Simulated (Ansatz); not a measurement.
# Co (P1) in Ansatz: convergence with xc grid

Aim: find how far xc grid must go before the results for Co settle, at PBE. This setting moves, with any that are tied to it; all else stays.

Program: Ansatz 0.2.0. These are calculated values, not measurements. Logs are shortened: lines on timing, memory, paths and dates and some standing lists are left out, and cuts for length are marked.

## Step 1: The cell of the first run

The typed cell holds 4 atoms: a = 2.471 Å, b = 2.471 Å, c = 8.088 Å, α = 90.00°, β = 90.00°, γ = 120.00°.

The cell isn't the ideal one: atoms moved at random, drawn with an rms of 0.05 Å.

## Step 2: With xc grid 1

File input.yaml:

```yaml
crystal:
  lattice:
    - [2.4705617809, 0.0, 0.0]
    - [-1.2352808905, 2.1395692639, 0.0]
    - [0.0, 0.0, 8.0882338]
  atoms:
    - { symbol: Co, position: [0.666292, 0.326734, 0.742874], spin: 2.0 }
    - { symbol: Co, position: [-0.01058, 0.002001, 0.496243], spin: 2.0 }
    - { symbol: Co, position: [0.347506, 0.695356, 0.254161], spin: 2.0 }
    - { symbol: Co, position: [0.016481, -0.001814, -0.006647], spin: 2.0 }
hamiltonian:
  xc: pbe
  pseudopotentials: { kind: paw }
magnetization:
  spin_polarized: true
kpoints:
  mp_grid: { grid: [9, 9, 3] }
scf:
  occupations: { method: methfessel_paxton, width: 0.05 }
output:
  forces: true
  stress: true
  eigenvalues: true
basis:
  xc_grid: 1
```

Potentials or basis: Ansatz PAW.

The run is started by

```console
$ ansatz run input.yaml --threads 2 --pin off --max-ram 5632MiB --backend cpu --events-out ev --progress --plain --runs-dir out
```

Output:

```text
Warning: RAYON_NUM_THREADS=2 ignored (pool sized by the plan → 2); use --threads N
Engine: ansatz 0.2.0, aarch64-unknown-linux-gnu
Pseudopotentials: kind: paw
Pseudopotential: Co, paw, valence charge 17, recommended cutoff 420 eV (normal), Co.paw.azcp
Functional definition: PBE
  parameter kappa = 0.804
  parameter beta = 0.06672455060314922
  exchange = pbe_x(kappa = kappa, mu = beta*pi^2/3)
  correlation = pbe_c(beta = beta)
Crystal: 4 atoms, lattice volume = 42.754 Å³
Basis set: ecut = 420 eV, 813 PW (Γ)
Bands: 46, of which v1, the nominal top of the filled ones, is band 34 counted from 1 (33 counted from 0)
Symmetry: 1 space group operations
Space group: P1 (ITA 1), of the structure as read, at distance tolerance 3.5e-5 Å
Magnetic group: BNS 1.1 (UNI 1), of the structure as read, at distance tolerance 3.5e-5 Å
k-points: 122 of 243 (time reversal used)
Non-local potential: Co, projectors of the file, l = 0: 3, l = 1: 2, l = 2: 3, l = 3: 1
PAW form: soft (Blöchl's): semilocal exchange-correlation on the pseudo side does not see the compensation charge
PAW one-centre angular grid: Co, 590 points (default); XC on 64 Gauss nodes
Initial density: superposition of atomic densities (chi_scale 0.1, normalization cell)
Starting moments: Σ|m| = 8 μB on 4 of 4 sites
Initial wavefunctions: pseudopotential atomic-orbital guess
Functional: x = pbe(κ = 0.804, μ = 0.2195149727645171), c = pbe(β = 0.06672455060314922)
SCF iter   1: F=—  HF=-20503.214492 eV  |F-HF|=—  |Δ(HF+E_count)|=         —  Δρ=7.83e-2 (↑6.48e-2 ↓7.83e-2)  dr2=4.86e0  dr2_m=1.14e-1  M=6.836 μB ∫|m|=7.108 μB  β_m=0.30  ethr=3.10e-3  ⟨swp⟩=5.5  Hψ=37104  notcnv=0  defer=14
Mixer restart at iter 1: flushing history
preconditioner: auto → Kerker (q_TF=auto, 2.948 Å⁻¹)  [metal: Δε(μ)=0.008 eV  Ē_g=9.234 eV  σ=0.050 eV  W_gap=0.09  n_scr=12 (ndim 8)  ℏωp=34.1 eV  f_vac=0.000  D(μ)=4.90/eV (n_scr^D=64)]
spin=Collinear: Kerker preconditioning applied to the charge; magnetization (m = ρ↑ − ρ↓) channel mixes plain (no charge-response kernel on spin).
SCF iter   2: F=—  HF=-20501.739589 eV  |F-HF|=—  |Δ(HF+E_count)|=    1.47e0  Δρ=3.12e-2 (↑1.22e-2 ↓3.12e-2)  dr2=3.83e-1  dr2_m=1.18e-1  M=6.960 μB ∫|m|=7.302 μB  β_m=0.35  ethr=3.10e-3  ⟨swp⟩=2.3  Hψ=18218  notcnv=0  defer=1093
SCF iter   3: F=—  HF=-20502.877983 eV  |F-HF|=—  |Δ(HF+E_count)|=    1.14e0  Δρ=1.34e-2 (↑1.34e-2 ↓1.10e-2)  dr2=7.67e-2  dr2_m=3.34e-2  M=6.751 μB ∫|m|=7.197 μB  β_m=0.50  ethr=5.63e-4  ⟨swp⟩=2.0  Hψ=13290  notcnv=0  defer=1094
SCF iter   4: F=—  HF=-20503.995715 eV  |F-HF|=—  |Δ(HF+E_count)|=    1.12e0  Δρ=1.83e-2 (↑8.12e-3 ↓1.83e-2)  dr2=1.36e-1  dr2_m=3.18e-2  M=6.407 μB ∫|m|=6.948 μB  β_m=0.30  ethr=1.13e-4  ⟨swp⟩=2.4  Hψ=17641  notcnv=0  defer=1094
[... 17 lines left out ...]
SCF iter  20: F=-20504.525917 eV  HF=-20504.525917 eV  |F-HF|=5.51e-9  |Δ(HF+E_count)|=   1.16e-8  S|Δr|=    0.00e0  Δρ=3.36e-6 (↑3.36e-6 ↓3.09e-6)  dr2=9.71e-9  dr2_m=3.86e-10  M=6.269 μB ∫|m|=6.871 μB  ethr=1.47e-10  ⟨swp⟩=6.8  Hψ=42863  notcnv=0
SCF 1 converged in 20 iterations: F = -20504.525917 eV  dr2 = 9.71e-9
this state was not tested for a lower state beside it, because cold or Methfessel-Paxton smearing, or corrected tetrahedra, fill the levels in a way that the test cannot read (fill_not_monotonic; see scf.lower_state_search)
SCF converged after 20 iterations
Magnetization: 6.2688 μB (37.1344 up, 30.8656 down)
Absolute magnetization: 6.8738 μB (∫|ρ↑−ρ↓|, with the PAW one-centre terms)
Spin contamination: 0.0999 ħ² per cell (⟨S²⟩ above its minimum at these occupations)
Per-site moments (μB) at R_I (Å): [(1.6432095661926442, 1.0020151770017078), (1.6049596658554681, 0.9866735451919364), (1.6627913250689823, 0.9866735451919364), (1.6395883809451466, 1.0135639504676532)]
Free energy (F): -20504.525917 eV
Harris-Foulkes:  -20504.525917 eV  (|F-HF|=5.51e-9)
Internal energy: -20504.526379 eV  (E = F + TS)
E sigma→0 (E₀):  -20504.526032 eV
Entropy (-TS):   0.000463 eV (0.116 meV/atom)
Fermi energy:    19.108571 eV
--- Per-component energies (eV) ---
  E_band       = -953.728539
  E_kinetic    = 1816.901087
  E_local      = -11269.652119  (includes V_loc(G=0)·N_el)
  E_nonlocal   = 1816.459438
  E_hartree    = 4729.573535
  E_xc         = -636.799906
  E_vxc        = -821.810928  (∫ρ·V_xc dr)
  E_paw        = -6060.903182  (= ΣΔE_a)
  E_vpaw       = -1954.772318  (= ΣTr[D̂ρ^β])
  E_aug_tail   = 0.000336  (compensation charges beyond the density's cutoff)
  E_ewald      = -10900.105568
  E_smearing   = 0.000463  (= −TS)
  E_closure    = 0.000000  (closes the sum)
  Σ components = -20504.525917   (vs F -20504.525917, Δ=0.00e0)
--- Forces (eV/Å), atoms counted from 1 ---
  atom   1  Co     0.00340107     0.05424822     0.40524707
  atom   2  Co     0.10386881     0.04930238     0.08918057
  atom   3  Co    -0.00233467    -0.13834785    -0.73554687
  atom   4  Co    -0.10493086     0.03479577     0.24112375
  max |Σ_I F_I| component: 4.51e-6 eV/Å
--- Stress (GPa, compression-positive) ---
        4.644750      -0.016672      -0.009232
       -0.016672       2.510485       0.216569
       -0.009232       0.216570       3.505094
  P = ⅓ Tr σ = 3.5534 GPa (35.534 kbar)
--- Band table (eV; the first three rows and the last of 244) ---
  k-point 0 ↑: bands = ["-77.0265", "-77.0016", "-76.9620", "-76.9389", "-40.4364", "-40.3052", "-40.2110", "-40.1293", "-40.1143", "-40.1056", "-40.0941", "-40.0849", "-40.0718", "-40.0698", "-40.0554", "-40.0394", "9.9113", "12.1134", "12.2021", "13.7915", "15.9605", "16.1190", "16.2902", "16.2970", "16.3362", "16.3646", "16.4036", "16.5985", "16.6098", "16.6880", "16.7019", "17.2650", "17.3382", "17.5947", "17.6272", "17.9436", "17.9695", "18.2970", "18.4065", "18.7185", "25.2898", "33.5611", "34.0074", "40.8332", "41.4504", "42.3337"]
  k-point 1 ↑: bands = ["-77.0255", "-77.0038", "-76.9596", "-76.9401", "-40.4176", "-40.3512", "-40.1644", "-40.1290", "-40.1132", "-40.1080", "-40.1015", "-40.0861", "-40.0838", "-40.0665", "-40.0557", "-40.0402", "10.1839", "11.0004", "13.2410", "13.7117", "16.0900", "16.2983", "16.3262", "16.3370", "16.4072", "16.4212", "16.4858", "16.5277", "16.5583", "16.6190", "16.6343", "17.3598", "17.4215", "17.5258", "17.5597", "17.7860", "18.0336", "18.0871", "18.2337", "18.3254", "26.7747", "30.0014", "37.8061", "40.9763", "41.1925", "41.6670"]
  k-point 2 ↑: bands = ["-77.0210", "-76.9967", "-76.9580", "-76.9351", "-40.4243", "-40.3059", "-40.2186", "-40.1574", "-40.1292", "-40.1235", "-40.1109", "-40.0999", "-40.0859", "-40.0773", "-40.0746", "-40.0458", "10.3497", "12.4841", "12.5704", "14.0613", "15.7543", "15.9427", "16.1056", "16.2084", "16.2921", "16.4785", "16.5044", "16.6616", "16.7100", "16.8006", "16.8811", "16.9354", "17.1433", "17.2744", "17.6603", "17.8769", "17.9570", "18.1123", "18.4277", "20.4191", "25.3643", "33.8875", "34.2865", "38.0864", "39.5787", "39.6397"]
  k-point 121 ↓: bands = ["-74.9741", "-74.9485", "-74.9436", "-74.9064", "-38.4523", "-38.4323", "-38.3934", "-38.3711", "-38.2897", "-38.2601", "-38.2461", "-38.2209", "-38.2029", "-38.1819", "-38.1625", "-38.1524", "14.4605", "14.7659", "15.2819", "15.7753", "15.9919", "16.2291", "16.8368", "17.1177", "17.5965", "17.7682", "18.0364", "18.2670", "18.4010", "18.6601", "19.4924", "19.6317", "19.8164", "20.0788", "20.1979", "20.3554", "20.7988", "20.9220", "22.7011", "24.6004", "27.7549", "28.1638", "30.8606", "31.0879", "32.6409", "33.3820"]
```

It took 53 s on 2 threads of Arm Neoverse V1, shared host; peak memory 0.64 GiB.

What came out:

```yaml
Free_energy: -20504.5259 eV
Pressure: 3.6 GPa
Largest_force: 0.748 eV/Å
Band_gap_on_the_k_mesh: none (metal or under the smearing width)
Net_moment: 6.27 μB per cell
Absolute_moment: 6.87 μB per cell
Site_moments: Co +1.64, +1.60, +1.66 μB
```

## Step 3: With xc grid 2

Edit input.yaml of step 2 so:

```diff
@@ -24,2 +24,2 @@
 basis:
-  xc_grid: 1
+  xc_grid: 2
```

Potentials or basis: Ansatz PAW.

The run is started by

```console
$ ansatz run input.yaml --threads 2 --pin off --max-ram 5632MiB --backend cpu --events-out ev --progress --plain --runs-dir out
```

Wall time 53 s (2 threads of Arm Neoverse V1, shared host); peak memory 0.64 GiB.

Results:

```
Free energy            : -20504.5259 eV
Pressure               : 3.6 GPa
Largest force          : 0.748 eV/Å
Band gap on the k mesh : none (metal or under the smearing width)
Net moment             : 6.27 μB per cell
Absolute moment        : 6.87 μB per cell
Site moments           : Co +1.64, +1.60, +1.66 μB
```

## Step 4: With xc grid 3

Edit input.yaml of step 3 so:

```diff
@@ -24,2 +24,2 @@
 basis:
-  xc_grid: 2
+  xc_grid: 3
```

The run is started by

```console
$ ansatz run input.yaml --threads 2 --pin off --max-ram 5632MiB --backend cpu --events-out ev --progress --plain --runs-dir out
```

Wall time 56 s (2 threads of Arm Neoverse V1, shared host); peak memory 0.65 GiB.

It converged, with:

| Item | Value |
| --- | --- |
| Free energy | -20504.5259 eV |
| Pressure | 3.6 GPa |
| Largest force | 0.748 eV/Å |
| Band gap on the k mesh | none (metal or under the smearing width) |
| Net moment | 6.27 μB per cell |
| Absolute moment | 6.87 μB per cell |
| Site moments | Co +1.64, +1.60, +1.66 μB |

## Step 5: With xc grid 4

Edit input.yaml of step 4 so:

```diff
@@ -24,2 +24,2 @@
 basis:
-  xc_grid: 3
+  xc_grid: 4
```

The run is started by

```console
$ ansatz run input.yaml --threads 2 --pin off --max-ram 5632MiB --backend cpu --events-out ev --progress --plain --runs-dir out
```

It took 55 s on 2 threads of Arm Neoverse V1, shared host; peak memory 0.67 GiB.

Results (log left out):

| Quantity | Value |
| --- | --- |
| Free energy | -20504.5259 eV |
| Pressure | 3.6 GPa |
| Largest force | 0.748 eV/Å |
| Band gap on the k mesh | none (metal or under the smearing width) |
| Net moment | 6.27 μB per cell |
| Absolute moment | 6.87 μB per cell |
| Site moments | Co +1.64, +1.60, +1.66 μB |

## Step 6: With xc grid 5

Edit input.yaml of step 5 so:

```diff
@@ -24,2 +24,2 @@
 basis:
-  xc_grid: 4
+  xc_grid: 5
```

Potentials or basis: Ansatz PAW.

The run is started by

```console
$ ansatz run input.yaml --threads 2 --pin off --max-ram 5632MiB --backend cpu --events-out ev --progress --plain --runs-dir out
```

Wall time 55 s (2 threads of Arm Neoverse V1, shared host); peak memory 0.71 GiB.

The run converged. Its results:

```yaml
Free_energy: -20504.5259 eV
Pressure: 3.6 GPa
Largest_force: 0.748 eV/Å
Band_gap_on_the_k_mesh: none (metal or under the smearing width)
Net_moment: 6.27 μB per cell
Absolute_moment: 6.87 μB per cell
Site_moments: Co +1.64, +1.60, +1.66 μB
```

## Step 7: The series at a glance

```
xc grid  energy less the tightest run, at zero smearing (meV/atom)  SCF cycles  CPU time (s)  peak memory (GiB)
      1                                                       0.00          20           100               0.64
      2                                                       0.00          20           100               0.64
      3                                                       0.00          20           110               0.65
      4                                                       0.00          20           100               0.67
      5                                                       0.00          20           110               0.71
```

Against the tightest run, the energy stays within 1 meV/atom from 1 on. The tightest run that finished is the yardstick and may itself not be fully converged.
